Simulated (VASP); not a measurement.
Set up this calculation in VASP 6.6.1, as the native input.

| Item | Value |
| --- | --- |
| Task | relaxation of the atoms |
| Functional | PBE |
| Dispersion | D3 |
| Potentials or basis | VASP PAW PBE potentials, release 64 (Ir) |
| Cutoff | 520 eV |
| k mesh | 11 × 11 × 1 |
| Occupations | gaussian, width 0.05 eV |
| Spin | no spin polarisation |
| Dipole correction | yes |
| Atoms held fixed (from 0) | [0] |
| Further INCAR settings | ALGO = Fast; EDIFF = 1e-06; IBRION = 2; EDIFFG = -0.005; NSW = 60 |

The structure of Ir lies in POSCAR:

```
Ir
1.0
    2.4518400000      0.0000000000      0.0000000000
    0.0000000000      2.4518400000      0.0000000000
    0.0000000000      0.0000000000     23.8000000000
Ir
1
Selective dynamics
Direct
    0.0000000000      0.0000000000      0.2941200000  F F F
```

The cell was built by a generator and needn't be a form met in nature.

One way to write it, as run:

INCAR

```
ALGO = Fast ; DIPOL = 0.5 0.5 0.294
EDIFF = 1E-6 ; EDIFFG = -0.005
ENCUT = 520 ; GGA = PE
IBRION = 2 ; IDIPOL = 3
ISIF = 2 ; ISMEAR = 0
IVDW = 11 ; LASPH = T
LCHARG = F ; LDIPOL = T
LREAL = F ; LWAVE = F
NELM = 60 ; NSW = 60
PREC = Accurate ; SIGMA = 0.05
```

KPOINTS

```
k-points
0
Gamma
  11 11 1
```

Potentials or basis: VASP PAW PBE potentials, release 64 (Ir).

Launch:

```sh
$ cat potpaw_PBE.64/Ir/POTCAR > POTCAR
$ mpirun -np 1 vasp_std > vasp.out
```

Results of the run:

```
Band gap on the k mesh     : none (metal or under the smearing width)
Dispersion energy per atom : -0.169 eV
```

Caveat: the relaxation stopped at its first step, so nothing moved.

Run time: 11 s on 1 thread of AMD EPYC 9R45 96-Core Processor (Zen 5), with other jobs on the host, peak memory 0.2 GiB.
